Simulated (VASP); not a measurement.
A run of VASP 6.6.1 is set up as follows.

File INCAR:

```
SYSTEM = Cd
ALGO = Fast
EDIFF = 1E-6
ENCUT = 500
GGA = PE
ISIF = 2
ISMEAR = 1
IVDW = 1
LASPH = .True.
LCHARG = .False.
LREAL = .False.
LWAVE = .False.
NELM = 100
PREC = Accurate
SIGMA = 0.2
```

File KPOINTS:

```
k-points
0
Gamma
  10 10 10
  0 0 0
```

The input POSCAR:

```
Cd
1.0
   -1.7843220000      1.7843220000      1.7843220000
    1.7843220000     -1.7843220000      1.7843220000
    1.7843220000      1.7843220000     -1.7843220000
Cd
1
Cartesian
    0.0000000000      0.0000000000      0.0000000000
```

Contents of KPOINTS_OPT:

```
path GHNGPH,PN
20
line-mode
reciprocal
 0.0000000000  0.0000000000  0.0000000000  G
 0.5000000000 -0.5000000000  0.5000000000  H

 0.5000000000 -0.5000000000  0.5000000000  H
 0.0000000000  0.0000000000  0.5000000000  N

 0.0000000000  0.0000000000  0.5000000000  N
 0.0000000000  0.0000000000  0.0000000000  G

 0.0000000000  0.0000000000  0.0000000000  G
 0.2500000000  0.2500000000  0.2500000000  P

 0.2500000000  0.2500000000  0.2500000000  P
 0.5000000000 -0.5000000000  0.5000000000  H

 0.2500000000  0.2500000000  0.2500000000  P
 0.0000000000  0.0000000000  0.5000000000  N
```

Potentials or basis: VASP PAW PBE potentials, release 64 (Cd).

The run is started by

```sh
$ cat potpaw_PBE.64/Cd/POTCAR > POTCAR
$ mpirun -np 1 vasp_std > vasp.out
```

Question: Estimate the pressure.

Answer: 1.3 GPa.

Question: Estimate the band gap along the path.

Answer: None (metal or under the smearing width).

Levels at the corners of the path, in eV from the Fermi level:
```csv
point,band 4,band 5,band 6,band 7,band 8,band 9
Γ,-8.71,-8.71,-8.69,15.20,15.20,15.21
H,-8.40,-8.40,3.27,3.27,3.27,5.34
H,-8.40,-8.40,3.27,3.27,3.27,5.34
N,-8.69,-8.31,-2.13,-1.11,9.03,9.76
N,-8.69,-8.31,-2.13,-1.11,9.03,9.76
Γ,-8.71,-8.71,-8.69,15.20,15.20,15.21
Γ,-8.71,-8.71,-8.69,15.20,15.20,15.21
P,-8.68,-8.68,0.79,2.10,2.10,2.10
P,-8.68,-8.68,0.79,2.10,2.10,2.10
H,-8.40,-8.40,3.27,3.27,3.27,5.34
P,-8.68,-8.68,0.79,2.10,2.10,2.10
N,-8.69,-8.31,-2.13,-1.11,9.03,9.76
```

Caveat: atom-pairwise D2, TS and ULG terms overbind metals; pairwise dispersion overbinds metals, which lowers pressure and volume.
